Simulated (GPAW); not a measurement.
The system is HfN.

```xyz
2
Lattice="0.0000 2.2560 2.2560 2.2560 0.0000 2.2560 2.2560 2.2560 0.0000" Properties=species:S:1:pos:R:3 pbc="T T T"
Hf    0.0000    0.0000    0.0000
N     2.2560    2.2560    2.2560
```

Base run:

* Program: GPAW 26.7.0
* Functional: LDA
* Potentials or basis: the program's PAW data sets (release 1.2.1) made for this functional
* Cutoff: 650 eV
* Basis: pw
* k mesh: 8 × 8 × 8
* Occupations: fermi-dirac, width 0.05 eV
* Spin: no spin polarisation
* Hubbard terms: Hf d U = 3 eV

Its results: band gap on the k mesh none (metal or under the smearing width); pressure -0.4 GPa.

Q: The run is repeated on the same cell with these changes: hubbard terms from Hf d U = 3 eV to none. What comes out?

A: Band gap on the k mesh none (metal or under the smearing width); pressure -11.9 GPa.

Caveats: the cutoff is short for stress and forces, so pressures can be off by a GPa or more; U without spin polarisation on a metal has little footing (some runs).
